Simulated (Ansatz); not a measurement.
Chalcopyrite CuInS₂, treated with BLYP (plane waves, PAW; Ansatz, an electronic-structure program).

Settings: plane-wave cutoff 520 eV, 10×10×10 k mesh, Fermi–Dirac smearing 0.01 eV, no spin polarisation, scalar-relativistic PAW data made under PBE.

Cell (relaxed at this level):

```yaml
crystal:
  lattice:
    - [-2.85009, 2.85009, 5.73350]
    - [2.85009, -2.85009, 5.73350]
    - [2.85009, 2.85009, -5.73350]
  atoms:
    - { symbol: In, position: [0.50000, 0.50000, 0.00000] }
    - { symbol: In, position: [0.25000, 0.75000, 0.50000] }
    - { symbol: Cu, position: [0.00000, 0.00000, 0.00000] }
    - { symbol: Cu, position: [0.75000, 0.25000, 0.50000] }
    - { symbol: S, position: [0.87500, 0.90203, 0.52703] }
    - { symbol: S, position: [0.09797, 0.62500, 0.97297] }
    - { symbol: S, position: [0.37500, 0.34797, 0.47297] }
    - { symbol: S, position: [0.65203, 0.12500, 0.02703] }
```

Give the computed bulk modulus, band gap and pressure derivative B′ of the bulk modulus.


bulk modulus: 53.2 GPa
band gap: 0.03 eV
pressure derivative B′ of the bulk modulus: 4.9

Measured, for comparison: band gap 1.55 eV (temperature not stated, no zero-point or thermal correction, direct or pseudo-direct at Γ; as tabulated in Ghosh et al. (2024), arXiv:2401.16805).

Note: the bulk modulus comes from volumes at which shape and atoms were relaxed.

Spin–orbit coupling is not included; it can close the smallest gap of 0.03 eV.

The computed numbers hold no vibrational or temperature effects.

The result took about 50 core-minutes (a rough figure).
